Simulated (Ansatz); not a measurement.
Au: do energies and stresses tell the same story?

Level of theory: Ansatz, DFT PBE, scalar-relativistic, plane waves, PAW.

Cutoff 420 eV; k points 18×18×10 on the computed 2-atom cell (Γ-centred); Gaussian smearing, width 0.10 eV; no spin polarisation.

Relaxed cell: P6_3/mmc, a = 2.917 Å, b = 2.917 Å, c = 4.890 Å, α = 90.00°, β = 90.00°, γ = 120.00°, 2 atoms in the primitive cell. This form isn't the element's structure at ambient conditions.

Energies at zero smearing and pressures from the stress tensor, at volumes with shape and atoms relaxed:
```json
{"V (Å³/atom)": "15.855", "E − E(first) (meV/atom)": "0.00", "P (GPa)": "25.26"}
{"V (Å³/atom)": "16.395", "E − E(first) (meV/atom)": "-70.57", "P (GPa)": "16.87"}
{"V (Å³/atom)": "16.936", "E − E(first) (meV/atom)": "-115.51", "P (GPa)": "10.04"}
{"V (Å³/atom)": "17.476", "E − E(first) (meV/atom)": "-139.61", "P (GPa)": "4.50"}
{"V (Å³/atom)": "18.017", "E − E(first) (meV/atom)": "-146.97", "P (GPa)": "0.00"}
{"V (Å³/atom)": "18.557", "E − E(first) (meV/atom)": "-140.73", "P (GPa)": "-3.66"}
{"V (Å³/atom)": "19.098", "E − E(first) (meV/atom)": "-123.32", "P (GPa)": "-6.63"}
{"V (Å³/atom)": "19.818", "E − E(first) (meV/atom)": "-86.30", "P (GPa)": "-9.67"}
```

Problem. Check P = −dE/dV between neighbouring volumes, and get the bulk modulus from the pressures alone.

Solution. With 1 eV/Å³ = 160.2 GPa:
```
middle V (Å³/atom)  −ΔE/ΔV (GPa) mean P (GPa)
            16.125        20.918        21.065
            16.665        13.322        13.452
            17.206         7.145         7.269
            17.746         2.182         2.250
            18.287        -1.850        -1.831
            18.827        -5.162        -5.147
            19.458        -8.230        -8.154
```

The two differ by 0.15 GPa at most. The mean of two end pressures misses the average over a step by about ΔV² P″/12, up to 0.15 GPa here; with that taken off 0.05 GPa remains. The stress is the derivative of the free energy, not of the energy at zero smearing, and with free energies 0.02 GPa remains. Around V = 18.017 Å³/atom, the two neighbours give B = −V ΔP/ΔV = 18.017 × 8.16 / 1.081 = 136.0 GPa, against B0 = 134.9 GPa from the Birch–Murnaghan fit of the energies.

Spin–orbit coupling is left out, which can shift energies with elements as heavy as these.